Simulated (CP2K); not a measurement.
The system is PtS2.

```xyz
3
Lattice="3.5432 0.0000 0.0000 -1.7716 3.0685 0.0000 0.0000 0.0000 5.0388" Properties=species:S:1:pos:R:3 pbc="T T T"
Pt    0.0000    0.0000    0.0000
S     1.7716    1.0228    3.8950
S     0.0000    2.0457    1.1438
```

Base run:

```yaml
Program: CP2K 2026.2
Functional: rev-vdW-DF2
Potentials_or_basis: POTENTIAL_UZH Pt GTH-PBE-q18, S GTH-PBE-q6; TZVP-MOLOPT-PBE-GTH basis
Density_cutoff: 9184 eV
k_mesh: 9 × 9 × 5
Occupations: fermi-dirac, width 0.05 eV
Spin: no spin polarisation
```

Its results: band gap on the k mesh 0.99 eV, indirect (least direct gap 1.05 eV); pressure 11.4 GPa; largest force 1.642 eV/Å.

**Question.** The run is repeated on the same cell with these changes: functional from rev-vdW-DF2 to LDA. What comes out?

**Answer.** Band gap on the k mesh 0.92 eV, indirect (least direct gap 0.97 eV); pressure 6.1 GPa; largest force 1.137 eV/Å.

Caveats: the potentials were made for another functional, which shifts forces and pressure; spin-orbit coupling is left out, which moves the levels of the heavy elements; an odd mesh through Γ misses points on the zone boundary, where band edges often lie; the basis of atomic orbitals isn't converged, which shifts pressures, moduli and gaps.

Not every run made on this cell is shown here.
